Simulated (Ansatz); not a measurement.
**MoP: strain energy, fitted**

MoP, P-6m2, a = 3.206 Å, c = 3.174 Å. The structure is a COD entry; whether it is the stable form wasn't checked. Ansatz: PBEsol, PAW, 420 eV, Γ-centred 18×18×16 mesh on 2 atoms, Gaussian smearing 0.10 eV; no spin polarisation. Series: biaxial strain in the a-b plane, c and atoms relaxed; x is the strain in per cent. y is the free energy over the unstrained cell, V0 = 14.129 Å³/atom.

```
x (%) y (meV/atom)
 -6.0        134.45
 -4.0         59.25
 -2.0         14.20
  0.0          0.00
  2.0         13.15
  4.0             ?
  6.0        107.30
```

Task: Fit y = c2 x² + c3 x³ to the other rows, turn c2 into a modulus, and predict the missing energy.

Result: Least squares on the rows shown. y = 3.3664 x² − 0.063747 x³. In eV per unit strain² c2 is 33.66; M is the biaxial modulus (E = M V0 ε²): 33.66 × 160.2 / (14.129) = 382 GPa. With a term in x⁴ added, the coefficient of x² becomes 3.501, 4 % more, which shows how far this figure hangs on the form. At x = 4.0 the fit asked for gives 49.78 meV/atom. The run gave 50.22 meV/atom, so the fit is 0.44 meV/atom too low, within the rms miss on the fitted rows (0.64 meV/atom).

Cost: 7 runs of about 5.6 core-minutes in all, on Arm Neoverse V2 (shared hosts).